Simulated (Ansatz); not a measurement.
Runs of Ansatz 0.2.0 on Ti. The structure is cubic, space group Im-3m (No. 229). Conventional cell: a = 3.282 Å, b = 3.282 Å, c = 3.282 Å, α = 90.00°, β = 90.00°, γ = 90.00°. Ti (site symmetry m-3m) is surrounded by 8 Ti at 2.84 Å. This isn't the form of Ti at room conditions, which is hcp.

```csv
task,level,cell,k mesh,cutoff (eV),pressure (GPa),relaxed volume (Å³/atom)
relaxation of cell and atoms,BLYP+D3(BJ),relaxed,11 × 11 × 11,-,0.0,15.32
relaxation of cell and atoms,PBEsol+D3(BJ),relaxed,11 × 11 × 11,-,0.0,15.63
relaxation of cell and atoms,BLYP+D4,relaxed,11 × 11 × 11,-,0.0,17.03
elastic constants,LDA,as given,8 × 8 × 8,240,(b),-
relaxation of cell and atoms,PBEsol,relaxed,11 × 11 × 11,-,0.0,(a)
```

Alike in all rows: potentials or basis all-electron LAPW, scalar-relativistic; no spin polarisation; smearing fermi-dirac 0.05 eV; basis error allowed 0.001 eV/atom.

Fill in the values left out.

(a) 16.52; (b) -10.9.

Caveats: the volume moved by -13 % from the deposited cell, more than functionals usually miss (some runs); the volume moved by -12 % from the deposited cell, more than functionals usually miss (some runs); the k mesh is thin for a metal, which can move the energy by tens of meV per atom (some runs); a metal's response needs a denser mesh (some runs); the cell is more than 3 GPa from zero pressure, which shifts response properties (some runs); the elastic tensor has a negative eigenvalue, so either the cell is unstable as it stands or the mesh is too thin (some runs).

Runs at the PBE level aren't shown here.
